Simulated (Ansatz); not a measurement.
Set up this calculation in Ansatz 0.2.0, as the native input.

| Quantity | Value |
| --- | --- |
| Task | band structure |
| Functional | PBE |
| Potentials or basis | Ansatz PAW |
| Cutoff | 420 eV (not typed: the program's choice for these potentials) |
| k mesh | 9 × 9 × 9 |
| Occupations | fermi-dirac, width 0.05 eV |
| Spin | no spin polarisation |
| Path | [["G", "X", "W", "K", "G", "L", "U", "W", "L", "K"], ["U", "X"]] |
| Points for each segment of the path | 14 |

Crystal: SrO.

```
Sr O
1.0
     0.00000    2.56630    2.56630
     2.56630    0.00000    2.56630
     2.56630    2.56630    0.00000
Sr O
1 1
Direct
  0.50000 0.50000 0.50000
  0.00000 0.00000 0.00000
```

One way to write it, as run:

input.yaml

```yaml
crystal:
  lattice:
    - [0.0, 2.5663, 2.5663]
    - [2.5663, 0.0, 2.5663]
    - [2.5663, 2.5663, 0.0]
  atoms:
    - { symbol: Sr, position: [0.5, 0.5, 0.5] }
    - { symbol: O, position: [0.0, 0.0, 0.0] }
hamiltonian:
  xc: pbe
  pseudopotentials: { kind: paw }
kpoints:
  mp_grid: { grid: [9, 9, 9] }
  band_path:
    path:
      - [[0.0, 0.0, 0.0], [0.5, 0.0, 0.5], [0.5, 0.25, 0.75], [0.375, 0.375, 0.75], [0.0, 0.0, 0.0], [0.5, 0.5, 0.5], [0.625, 0.25, 0.625], [0.5, 0.25, 0.75], [0.5, 0.5, 0.5], [0.375, 0.375, 0.75]]
      - [[0.625, 0.25, 0.625], [0.5, 0.0, 0.5]]
    npoints: 14
scf:
  occupations: { method: fermi_dirac, width: 0.05 }
  n_extra_bands: 6
output:
  forces: true
  stress: true
  eigenvalues: true
  fatbands: false
```

Potentials or basis: Ansatz PAW.

Command:

```console
$ ansatz run input.yaml --threads 2 --pin off --max-ram 5632MiB --backend cpu --events-out ev --progress --plain --runs-dir out
```

Results of the run:

The pressure is 3.3 GPa and the band gap on the k mesh is 3.37 eV, indirect (least direct gap 3.45 eV). The band gap along the path is 3.31 eV, indirect (least direct gap 3.38 eV).

Caveat: the k mesh misses the band edges, so the gap on the mesh is wider than the one along the path; the pressure holds a Pulay correction of +0.4 GPa for the finite cutoff.

It took 1.2 s on 2 threads of Arm Neoverse V2, on a shared host, peak memory 0.27 GiB.
